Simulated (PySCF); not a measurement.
Several orderings of computed values.

Species are written as SMILES; each is one conformer at its optimised geometry, gas phase, non-relativistic unless stated; the electronic structure was computed with PySCF and density fitting.

Dipoles, sizes and rotational constants follow the conformer. The torsions of the flexible species, by atom-mapped SMILES:
- `[CH2:1]=[CH:2][P@:3](=[O:4])([O-:5])[CH2:6][CH3:7]`: C1–C2–P3–O4 9°, C2–P3–C6–C7 180°
- `[CH2:1]=[CH:2][P@:3](=[O:4])([CH2:5][CH3:6])[C:7]([CH3:8])=[O:9]`: C1–C2–P3–O4 1°, C2–P3–C5–C6 -179°, C2–P3–C7–C8 -121°
- `[CH3:1][SiH2:2][SiH2:3]/[C:4](=[CH:5]/[F:6])[SiH2:7][CH3:8]`: C1–Si2–Si3–C4 23°, Si2–Si3–C4–C5 -103°, Si3–C4–Si7–C8 76°
- `[CH:1]#[C:2][C@H:3]([CH2:4])[CH2:5][Cl:6]`: C2–C3–C5–Cl6 -179°
- `[O:1]=[P:2]([OH:3])([CH:4]1[CH2:5][CH2:6]1)[CH:7]1[CH2:8][CH2:9]1`: O1–P2–C4–C5 -40°, O1–P2–C7–C8 -31°, H–O3–P2–O1 -7°
- `[CH3:1][O:2][CH2:3][P:4]1[C:5]([CH3:6])=[C:7]1[O:8][CH3:9]`: C1–O2–C3–P4 175°, O2–C3–P4–C5 104°, C5–C7–O8–C9 178°
- `[CH3:1][O:2][CH:3]=[C:4]=[P:5][CH2:6][CH2:7][O:8][CH3:9]`: C1–O2–C3–C4 178°, C4–P5–C6–C7 170°, P5–C6–C7–O8 41°, C6–C7–O8–C9 -172°
- `[CH3:1][C@@H:2]1[CH2:3][C@@:4]([CH3:5])([C:6](=[O:7])[OH:8])[SiH2:9]1`: C3–C4–C6–O7 -151°, H–O8–C6–C4 177°
- `[CH2:1]=[C:2]([CH3:3])[P@:4](=[O:5])([OH:6])/[CH:7]=[CH:8]\[CH3:9]`: C1–C2–P4–O5 149°, C2–P4–C7–C8 -88°, H–O6–P4–C2 111°
- `[H]/[N:8]=[CH:7]/[CH2:6][C@@H:4]([CH:2]([CH3:1])[CH3:3])[CH3:5]`: C1–C2–C4–C5 66°, C2–C4–C6–C7 164°, C4–C6–C7–N8 126°

The conformers of `CNC1CCCCC1` aren't listed.

Task: Rank by smallest rotational constant, highest first (GFN2-xTB).
A. `O=P(O)(C1CC1)C1CC1`
B. `C=C[P@](=O)(CC)C(C)=O`
C. `COCP1C(C)=C1OC`
D. `[O-]c1ccccc1`
E. `C[SiH2][SiH2]/C(=C/F)[SiH2]C`
F. `C(=C)[P@](CC)(=O)[O-]`
G. `Cn1nnc2c(F)cccc21`
H. `C#C[C@H]([CH2])CCl` [radical]

Result: D (1.862 GHz), F (1.514 GHz), H (1.282 GHz), B (0.990 GHz), A (0.917 GHz), C (0.766 GHz), G (0.696 GHz), E (0.594 GHz).

Task: Give the two extremes of that set in cm⁻¹.

Result: `C[SiH2][SiH2]/C(=C/F)[SiH2]C`: 0.0198 cm⁻¹; `[O-]c1ccccc1`: 0.0621 cm⁻¹.

Task: Rank by HOMO energy, highest first (PBE0/pcSseg-1 at GFN2-xTB geometries).
A. `O=[P@](C(C)=O)(CC)C=C`
B. `COC=C=PCCOC`
C. `O=P(O)(C1CC1)C1CC1`
D. `[P@](O)(/C=C\C)(C(C)=C)=O`
E. `P1(COC)C(=C1OC)C`
F. `CNC1CCCCC1`
G. `C[C@@H]1C[C@@](C)(C(=O)O)[SiH2]1`

Result: E (-5.90 eV), B (-6.07 eV), F (-6.29 eV), A (-6.98 eV), G (-7.43 eV), D (-7.57 eV), C (-7.81 eV).

Task: Give the two extremes of that set in hartree.

Result: `O=P(O)(C1CC1)C1CC1`: -0.287 Eh; `COCP1C(C)=C1OC`: -0.217 Eh.

Task: Rank by HOMO–LUMO gap, lowest first (PBE0/pcSseg-1 at GFN2-xTB geometries).
A. `C[SiH2][SiH2]/C(=C/F)[SiH2]C`
B. `C(=C)[P@@](CC)(=O)C(=O)C`
C. `[H]/N=C/C[C@H](C)C(C)C`
D. `O=P(O)(C1CC1)C1CC1`
E. `[SiH3]c1cccc2snnc12`
F. `COCP1C(C)=C1OC`

Result: E (5.37 eV), B (5.47 eV), F (6.37 eV), A (6.96 eV), C (7.40 eV), D (8.90 eV).

Task: Rank by dipole moment, highest first (PBE0/pcSseg-1 at GFN2-xTB geometries).
A. `COC=C=PCCOC`
B. `COCP1C(C)=C1OC`
C. `[SiH3]C1=C2N=NSC2=CC=C1`
D. `C[SiH2][SiH2]/C(=C/F)[SiH2]C`
E. `C=C[P@](=O)(CC)C(C)=O`
F. `O=P(O)(C1CC1)C1CC1`
G. `[H]/N=C/C[C@H](C)C(C)C`
H. `n1nc2c(cccc2F)n1C`

Result: H (5.47 D), C (3.72 D), F (2.42 D), G (1.87 D), B (1.72 D), A (1.52 D), E (1.11 D), D (0.61 D).
